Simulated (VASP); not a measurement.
Crystal: Ag.

```
Ag
1.0
     2.89187    0.00000    0.00000
    -1.44593    2.50443    0.00000
     0.00000    0.00000    4.72338
Ag
2
Direct
  0.33333 0.66667 0.75000
  0.66667 0.33333 0.25000
```

The cell was built by a generator and needn't be a form met in nature.

```yaml
Program: VASP 6.6.1
Task: relaxation of cell and atoms
Functional: PBE
Potentials_or_basis: VASP PAW PBE potentials, release 64 (Ag)
Cutoff: 600 eV
k_mesh: 8 × 8 × 4
Occupations: gaussian, width 0.05 eV
Spin: no spin polarisation
```

At the start: pressure 4.8 GPa; volume 17.10 Å³/atom.

How do energy, volume and symmetry change on relaxing?

Over 4 steps the energy falls by 12.1 meV/atom and the volume is 17.93 Å³/atom (+4.8 %); space group P6_3/mmc (No. 194, to 0.05 Å).

Step by step:
```tsv
step	energy change (eV)	largest force (eV/Å)	pressure (GPa)	volume (Å³)
1	0.0000	0.0000	4.84	34.21
2	-0.0172	0.0000	-2.20	36.83
3	-0.0240	0.0000	-0.05	35.86
4	-0.0243	0.0000	0.00	35.85
```

Final structure:
```
Ag
1.0
     2.94522    0.00000    0.00000
    -1.47261    2.55063    0.00000
     0.00000    0.00000    4.77287
Ag
2
Direct
  0.33333 0.66667 0.75000
  0.66667 0.33333 0.25000
```
